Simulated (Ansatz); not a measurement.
# BAs (F-43m) in Ansatz: further runs

Aim: see how the results for BAs move with the level of theory and the settings. Levels: PBE, LDA, PBEsol. Tasks: single point, relaxation of cell and atoms.

Program: Ansatz 0.2.0. These are calculated values, not measurements. Logs are shortened: lines on timing, memory, paths and dates and some standing lists are left out, and cuts for length are marked.

## 1. The structure

It takes space group F-43m (No. 216, cubic). Conventional cell: a = 4.777 Å, b = 4.777 Å, c = 4.777 Å, α = 90.00°, β = 90.00°, γ = 90.00°. As (site symmetry -43m) is surrounded by 4 B at 2.07 Å. Around B (site symmetry -43m) lie 4 As at 2.07 Å.

## 2. Single point, PBE

The input, input.yaml:

```yaml
crystal:
  lattice:
    - [0.0, 2.3885, 2.3885]
    - [2.3885, 0.0, 2.3885]
    - [2.3885, 2.3885, 0.0]
  atoms:
    - { symbol: As, position: [0.75, 0.75, 0.75] }
    - { symbol: B, position: [0.0, 0.0, 0.0] }
hamiltonian:
  xc: pbe
  pseudopotentials: { kind: paw }
kpoints:
  mp_grid: { grid: [10, 10, 10] }
scf:
  occupations: { method: gaussian, width: 0.011 }
output:
  forces: true
  stress: true
  eigenvalues: true
```

Potentials or basis: Ansatz PAW.

Run with:

```bash
$ ansatz run input.yaml --threads 2 --pin off --max-ram 5632MiB --backend cpu --events-out ev --progress --plain --runs-dir out
```

The log of the run:

```text
Warning: RAYON_NUM_THREADS=2 ignored (pool sized by the plan → 2); use --threads N
Engine: ansatz 0.2.0, x86_64-unknown-linux-gnu
Pseudopotentials: kind: paw
Pseudopotential: As, paw, valence charge 15, recommended cutoff 420 eV (normal), As.paw.azcp
Pseudopotential: B, paw, valence charge 3, recommended cutoff 420 eV (normal), B.paw.azcp
Functional definition: PBE
  parameter kappa = 0.804
  parameter beta = 0.06672455060314922
  exchange = pbe_x(kappa = kappa, mu = beta*pi^2/3)
  correlation = pbe_c(beta = beta)
Crystal: 2 atoms, lattice volume = 27.252 Å³
Basis set: ecut = 420 eV, 531 PW (Γ), exchange–correlation on 48×48×48 points (8 copies of the dense FFT grid, shifted against one another)
Bands: 13, of which v1, the nominal top of the filled ones, is band 9 counted from 1 (8 counted from 0)
Symmetry: 24 space group operations
Space group: F-43m (ITA 216), of the structure as read, at distance tolerance 3.0e-5 Å
k-points: 47 of 1000 (time reversal used)
Non-local potential: As, projectors of the file, l = 0: 2, l = 1: 2, l = 2: 3, l = 3: 1
Non-local potential: B, projectors of the file, l = 0: 2, l = 1: 2, l = 2: 1
PAW form: soft (Blöchl's): semilocal exchange-correlation on the pseudo side does not see the compensation charge
PAW one-centre angular grid: As, 590 points (default); XC on 64 Gauss nodes
PAW one-centre angular grid: B, 110 points (default); XC on 64 Gauss nodes
Initial density: superposition of atomic densities (neutral atoms: chi_scale 0, normalization atom), corrected by the library's trained network
Initial wavefunctions: pseudopotential atomic-orbital guess
Functional: x = pbe(κ = 0.804, μ = 0.2195149727645171), c = pbe(β = 0.06672455060314922)
SCF iter   1: F=—  HF=-5012.100100 eV  |F-HF|=—  |Δ(HF+E_count)|=         —  Δρ=7.94e-4  dr2=9.89e-5  ethr=1.77e-3  ⟨swp⟩=6.0  Hψ=3372  notcnv=0
preconditioner: auto → none  [insulator: Δε(μ)=1.185 eV  Ē_g=12.413 eV  σ=0.011 eV  W_gap=1.00  n_scr=8 (ndim 8)  ℏωp=20.1 eV  f_vac=0.001  D(μ)=0.00/eV (n_scr^D=0)  ε∞_Penn≈3.6]
SCF iter   2: F=—  HF=-5012.100235 eV  |F-HF|=—  |Δ(HF+E_count)|=   1.35e-4  Δρ=4.46e-4  dr2=3.12e-5  ethr=5.49e-7  ⟨swp⟩=2.9  Hψ=1714  notcnv=0
SCF iter   3: F=—  HF=-5012.100260 eV  |F-HF|=—  |Δ(HF+E_count)|=   2.44e-5  Δρ=2.46e-4  dr2=5.67e-6  ethr=1.73e-7  ⟨swp⟩=2.2  Hψ=989  notcnv=0
SCF iter   4: F=—  HF=-5012.100282 eV  |F-HF|=—  |Δ(HF+E_count)|=   2.28e-5  Δρ=4.70e-5  dr2=6.07e-7  ethr=3.15e-8  ⟨swp⟩=2.9  Hψ=1034  notcnv=0
iter 5 did not close the SCF: its close was put off for the readings that it lacked (scf_convergence_deferred on its scf_iter line)
SCF iter   5: F=-5012.100282 eV  HF=-5012.100282 eV  |F-HF|=5.52e-8  |Δ(HF+E_count)|=   8.62e-8  Δρ=1.85e-5  dr2=8.27e-8  ethr=3.37e-9  ⟨swp⟩=2.2  Hψ=1009  notcnv=0
SCF iter   6: F=-5012.100282 eV  HF=-5012.100282 eV  |F-HF|=9.10e-9  |Δ(HF+E_count)|=   9.86e-9  Δρ=5.73e-6  dr2=6.46e-9  ethr=4.59e-10  ⟨swp⟩=2.5  Hψ=2014  notcnv=0
SCF 1 converged in 6 iterations: F = -5012.100282 eV  dr2 = 6.46e-9
SCF converged after 6 iterations
Free energy (F): -5012.100282 eV
Harris-Foulkes:  -5012.100282 eV  (|F-HF|=9.10e-9)
Internal energy: -5012.100282 eV  (E = F + TS)
E sigma→0 (E₀):  -5012.100282 eV
Fermi energy:    11.717837 eV
--- Per-component energies (eV) ---
  E_band       = -210.288264
  E_kinetic    = 152.077918
  E_local      = -1693.918533  (includes V_loc(G=0)·N_el)
  E_nonlocal   = -657.791729
  E_hartree    = 940.035333
  E_xc         = -111.431436
  E_vxc        = -117.663116  (∫ρ·V_xc dr)
  E_paw        = -1915.296846  (= ΣΔE_a)
  E_vpaw       = 226.939651  (= ΣTr[D̂ρ^β])
  E_aug_tail   = 0.000007  (compensation charges beyond the density's cutoff)
  E_ewald      = -1725.774997
  E_smearing   = -0.000000  (= −TS)
  E_closure    = 0.000000  (closes the sum)
  Σ components = -5012.100282   (vs F -5012.100282, Δ=0.00e0)
--- Forces (eV/Å), atoms counted from 1 ---
  atom   1  As    -0.00000000     0.00000000     0.00000000
  atom   2  B     -0.00000000     0.00000000     0.00000000
  max |Σ_I F_I| component: 5.94e-16 eV/Å
--- Stress (GPa, compression-positive) ---
        2.768940      -0.000000      -0.000000
        0.000000       2.768940       0.000000
       -0.000000       0.000000       2.768940
  P = ⅓ Tr σ = 2.7689 GPa (27.689 kbar)
--- Band table (eV; the first three rows and the last of 47) ---
  k-point 0: bands = ["-24.6853", "-24.6853", "-24.6853", "-24.6629", "-24.6629", "-4.2776", "11.1258", "11.1258", "11.1258", "14.4068", "14.4068", "14.4068", "15.7993"]
  k-point 1: bands = ["-24.6849", "-24.6845", "-24.6845", "-24.6629", "-24.6629", "-4.1133", "9.7311", "10.8247", "10.8247", "14.5513", "14.8042", "14.8042", "16.6770"]
  k-point 2: bands = ["-24.6841", "-24.6827", "-24.6827", "-24.6626", "-24.6626", "-3.6289", "7.3682", "10.2508", "10.2508", "14.3338", "15.5229", "15.5229", "18.3088"]
  k-point 46: bands = ["-24.6837", "-24.6762", "-24.6697", "-24.6660", "-24.6595", "0.0472", "3.0160", "5.7739", "6.0280", "15.6618", "15.9932", "18.9577", "19.0721"]
```

Run time: 0.85 s. Hardware: 2 threads of Intel Xeon Platinum 8375C at 2.90GHz (Ice Lake), shared host; peak memory 0.35 GiB.

Results:

| Property | Result |
| --- | --- |
| Free energy | -5012.1003 eV |
| Pressure | 2.8 GPa |
| Band gap on the k mesh | 1.18 eV, indirect (least direct gap 3.28 eV) |

A k mesh can miss the band edges. PBE gaps usually lie below the measured ones, often by a third to a half.

## 3. Relaxation of cell and atoms, PBE

Edit input.yaml of step 2 so:

```diff
@@ -14,3 +14,3 @@
 scf:
-  occupations: { method: gaussian, width: 0.011 }
+  occupations: { method: fermi_dirac, width: 0.05 }
 output:
@@ -18,2 +18,9 @@
   stress: true
-  eigenvalues: true
+  write_density: true
+  write_potential: true
+  elf: true
+  volumetric_format: npy
+relax:
+  f_tol: 0.01
+  max_steps: 40
+  cell: { stress_tol: 0.05 }
```

Potentials or basis: Ansatz PAW.

Run with:

```bash
$ ansatz run input.yaml --threads 2 --pin off --max-ram 5632MiB --backend cpu --events-out ev --progress --plain --runs-dir out
```

The log of the run:

```text
Warning: RAYON_NUM_THREADS=2 ignored (pool sized by the plan → 2); use --threads N
[... 9 set-up lines as earlier in the session ...]
Crystal: 2 atoms, lattice volume = 27.252 Å³
Basis set: ecut = 420 eV, 531 PW (Γ), exchange–correlation on 48×48×48 points (8 copies of the dense FFT grid, shifted against one another)
Bands: 13, of which v1, the nominal top of the filled ones, is band 9 counted from 1 (8 counted from 0)
[... 2 set-up lines as earlier in the session ...]
k-points: 47 of 1000 (time reversal used)
[... 8 set-up lines as earlier in the session ...]
SCF iter   1: F=—  HF=-5012.100186 eV  |F-HF|=—  |Δ(HF+E_count)|=         —  Δρ=7.96e-4  dr2=1.03e-4  ethr=1.77e-3  ⟨swp⟩=5.6  Hψ=3462  notcnv=0
[... 54 lines left out ...]
  E_local      = -1711.360261  (includes V_loc(G=0)·N_el)
  E_nonlocal   = -657.826942
  E_hartree    = 946.619096
  E_xc         = -111.112687
  E_vxc        = -117.242220  (∫ρ·V_xc dr)
  E_paw        = -1915.279896  (= ΣΔE_a)
  E_vpaw       = 226.934597  (= ΣTr[D̂ρ^β])
  E_aug_tail   = 0.000006  (compensation charges beyond the density's cutoff)
  E_ewald      = -1714.354683
  E_smearing   = -0.000000  (= −TS)
  E_closure    = -0.000000  (closes the sum)
  Σ components = -5012.104996   (vs F -5012.104996, Δ=0.00e0)
--- Forces (eV/Å), atoms counted from 1 ---
  atom   1  As     0.00000000     0.00000000     0.00000000
  atom   2  B     -0.00000000     0.00000000     0.00000000
  max |Σ_I F_I| component: 2.26e-16 eV/Å
--- Stress (GPa, compression-positive) ---
        0.038353      -0.000000       0.000000
       -0.000000       0.038353       0.000000
        0.000000       0.000000       0.038353
  P = ⅓ Tr σ = 0.0384 GPa (0.384 kbar)
--- Band table (eV; the first three rows and the last of 47) ---
  k-point 0: bands = ["-24.9744", "-24.9744", "-24.9744", "-24.9538", "-24.9538", "-4.4128", "10.8104", "10.8104", "10.8104", "14.0667", "14.0667", "14.0667", "15.2325"]
  k-point 1: bands = ["-24.9742", "-24.9737", "-24.9737", "-24.9537", "-24.9537", "-4.2516", "9.4270", "10.5163", "10.5163", "14.1669", "14.4556", "14.4556", "16.1574"]
  k-point 2: bands = ["-24.9734", "-24.9720", "-24.9720", "-24.9535", "-24.9535", "-3.7764", "7.0962", "9.9536", "9.9536", "13.9196", "15.1634", "15.1634", "17.8301"]
  k-point 46: bands = ["-24.9730", "-24.9661", "-24.9600", "-24.9566", "-24.9505", "-0.1997", "2.7939", "5.5748", "5.8259", "15.3332", "15.6189", "18.5236", "18.6597"]
--- Relaxed structure (3 steps of the walk, 3 accepted, 1 SCFs on fresh bases) ---
  F+E_penalty+E_count = -5012.10499586 eV   max|allowed force component| = 9.975e-17 eV/Å   (the final SCF, on the basis selected at the relaxed cell)
  cell:  # Å, volume = 27.8007 Å³
    - [1.1464587074015083e-34, 2.4044111889115434, 2.4044111889115434]
    - [2.4044111889115434, 6.229092310214858e-33, 2.4044111889115434]
    - [2.4044111889115434, 2.4044111889115434, 5.299186914211413e-33]
  atoms:
    - { symbol: As, position: [0.75, 0.75, 0.75] }
    - { symbol: B, position: [1.0616737534477122e-33, -9.67601395547282e-34, -9.67601395547282e-34] }
```

rho_z.tsv:

```text
# z_ang	rho[e/angstrom^3]
# format = ansatz-planar-average/11
# lattice	0.000000000	2.404411189	2.404411189
# lattice	2.404411189	0.000000000	2.404411189
# lattice	2.404411189	2.404411189	0.000000000
# sites	2
# site	33	3.606616783	3.606616783	3.606616783
# site	5	-0.000000000	0.000000000	0.000000000
0.000000	4.449122e-1
0.141681	3.685825e-1
0.283363	3.157677e-1
0.425044	2.739083e-1
0.566725	2.385477e-1
0.708406	2.094103e-1
[... 16 lines left out ...]
3.116988	7.728193e-1
3.258670	5.687337e-1
```

Run time: 4.3 s. Hardware: 2 threads of Intel Xeon Platinum 8375C at 2.90GHz (Ice Lake), shared host; peak memory 0.38 GiB.

Results:

```
Free energy                            : -5012.1050 eV
Relaxed volume                         : 13.90 Å³/atom
Relaxed cell                           : a = 3.400 Å, b = 3.400 Å, c = 3.400 Å, α = 60.00°, β = 60.00°, γ = 60.00°
Space group after relaxing (to 0.05 Å) : F-43m (No. 216)
Energy gained by relaxing              : 2.4 meV/atom
Ionic steps                            : 4
Pressure after relaxing                : 0.0 GPa
Band gap on the k mesh                 : 1.20 eV, indirect (least direct gap 3.26 eV)
```

Step by step:
```tsv
step	energy change (eV)	largest force (eV/Å)	volume (Å³)
1	0.0000	0.0000	27.25
2	-0.0041	0.0000	27.65
3	-0.0044	0.0000	27.80
4	-0.0047	0.0000	27.80
```

Final structure:
```cif
data_structure
_symmetry_space_group_name_H-M 'P 1'
_symmetry_Int_Tables_number 1
_cell_length_a 3.4004
_cell_length_b 3.4004
_cell_length_c 3.4004
_cell_angle_alpha 60.000
_cell_angle_beta 60.000
_cell_angle_gamma 60.000
_cell_volume 27.80
loop_
_atom_site_label
_atom_site_type_symbol
_atom_site_fract_x
_atom_site_fract_y
_atom_site_fract_z
_atom_site_occupancy
As1 As 0.75000 0.75000 0.75000 1
B1 B 0.00000 0.00000 0.00000 1
```

Caveat: the plane-wave basis is chosen anew once the cell has moved, so the energies of steps on either side of that aren't comparable. Zero-point motion and thermal expansion aren't in these numbers.

(Continued in part 2 of 2.)
